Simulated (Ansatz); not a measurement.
Program: Ansatz. Geometries: PBE0-D4/def2-TZVP. ΔE: electronic, gas phase. CBS: MP2 limit from def2 TZ/QZ plus the TZ coupled-cluster correction, frozen cores. This one scheme is used for every species. Functionals use def2-TZVPP. B3LYP here is the variant with VWN-RPA as its local correlation; programs differ in this. HSE06 is defined as in plane-wave codes.

Reaction (hydrogenolysis of a C–C bond): `N#Cc1cccnc1` + H₂ → `c1ccncc1` + `C#N`

`N#Cc1cccnc1`:

```xyz
12

N     2.477   -1.991   -1.473
C     1.657   -1.364   -0.963
C     0.642   -0.592   -0.329
C     0.293    0.670   -0.804
C    -0.699    1.365   -0.142
C    -1.301    0.776    0.961
N    -0.977   -0.427    1.423
C    -0.026   -1.094    0.791
H     0.795    1.083   -1.670
H    -1.005    2.350   -0.473
H    -2.085    1.300    1.501
H     0.230   -2.075    1.177
```

H₂:

Cartesian coordinates in Å:
```
H -0.102 0.346 0.093
H 0.102 -0.346 -0.093
```

`c1ccncc1`:

Z-matrix (Å, degrees):
```
C
C 1 1.385
C 1 1.385 2 118.5
H 1 1.084 2 120.7 3 -180.0
C 2 1.387 1 118.4 3 -0.0
H 2 1.083 1 121.3 3 180.0
C 3 1.387 1 118.4 2 0.0
H 3 1.083 1 121.3 2 180.0
N 5 1.328 2 123.7 1 0.0
H 5 1.087 2 120.2 1 -180.0
H 7 1.087 3 120.2 1 180.0
```

`C#N`:

Z-matrix (Å, degrees):
```
C
N 1 1.146
H 1 1.069 2 180.0
```

**Question.** Is it downhill or uphill in electronic energy at CCSD(T)/CBS, and by how much? (Best estimate.)

**Answer.** Computed: Downhill: ΔE = -27.7 kJ/mol.

**Question.** What do these levels give: revPBE-D4, r2SCAN-D4, B97M-V, HSE06-D4, CAM-B3LYP-D4, PBE, revPBE, r2SCAN, B3LYP, LC-ωPBE, HF/def2-SVP, HF/def2-TZVPP? (Best estimate.)

**Answer.** Ansatz gave: revPBE-D4 -8.0, r2SCAN-D4 -14.1, B97M-V -17.9, HSE06-D4 -17.2, CAM-B3LYP-D4 -24.8, PBE -16.4, revPBE -19.5, r2SCAN -15.8, B3LYP -27.0, LC-ωPBE -28.9, HF/def2-SVP -41.8, HF/def2-TZVPP -43.3 kJ/mol.

Largest T1 diagnostic among the species: 0.014.

The D4 term adds +8.0 kJ/mol with B3LYP and +4.7 kJ/mol with PBE0; it sums over pairs of atoms, weighted by their polarisabilities, and B3LYP, whose exchange is more repulsive, gets the larger term. Leaving LDA and LC-ωPBE aside and taking each functional with its dispersion term where it has one, the values, not all of them listed here, spread over 19.0 kJ/mol, from ωB97M-V to revPBE-D4. LDA lies +8.9 kJ/mol from PBE without D4.
